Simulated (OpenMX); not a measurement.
Input of an OpenMX 3.8.5 run:

Contents of KF.dat:

```
System.CurrrentDirectory             ./
System.Name                          KF
DATA.PATH                            ./DFT_DATA13
level.of.stdout                      1
level.of.fileout                     0
Species.Number                       2
<Definition.of.Atomic.Species
  K   K10.0-s3p2d1           K_PBE13
  F   F6.0-s2p2d1            F_PBE13
Definition.of.Atomic.Species>

Atoms.Number                         2
Atoms.SpeciesAndCoordinates.Unit     FRAC
<Atoms.SpeciesAndCoordinates
    1  K     0.0000000000    0.0000000000    0.0000000000   4.500  4.500
    2  F     0.5000000000    0.5000000000    0.5000000000   3.500  3.500
Atoms.SpeciesAndCoordinates>

Atoms.UnitVectors.Unit               Ang
<Atoms.UnitVectors
     3.2589550000    0.0000000000    0.0000000000
     0.0000000000    3.2589550000    0.0000000000
     0.0000000000    0.0000000000    3.2589550000
Atoms.UnitVectors>

scf.XcType                           GGA-PBE
scf.SpinPolarization                 off
scf.ElectronicTemperature            580.226
scf.energycutoff                     400.0
scf.maxIter                          100
scf.EigenvalueSolver                 band
scf.Kgrid                            9 9 9
scf.Mixing.Type                      rmm-diisk
scf.Init.Mixing.Weight               0.05
scf.Min.Mixing.Weight                0.001
scf.Max.Mixing.Weight                0.3
scf.Mixing.History                   25
scf.Mixing.StartPulay                8
scf.criterion                        1.0e-8
scf.stress.tensor                    on
MD.Type                              nomd
```

Potentials or basis: OpenMX 2013 PBE set, K10.0-s3p2d1, F6.0-s2p2d1, grid cutoff 400 Ry.

Launch:

```bash
$ openmx KF.dat -nt 1 > KF.std
```

Q: Predict the band gap on the k mesh.

A: 6.24 eV, indirect (least direct gap 6.28 eV).

Q: Predict the pressure.

A: -0.1 GPa.

Caveat: an odd mesh through Γ misses points on the zone boundary, where band edges often lie; the basis of atomic orbitals isn't converged, which shifts pressures, moduli and gaps. As with any semilocal functional, this PBE gap is likely too small.
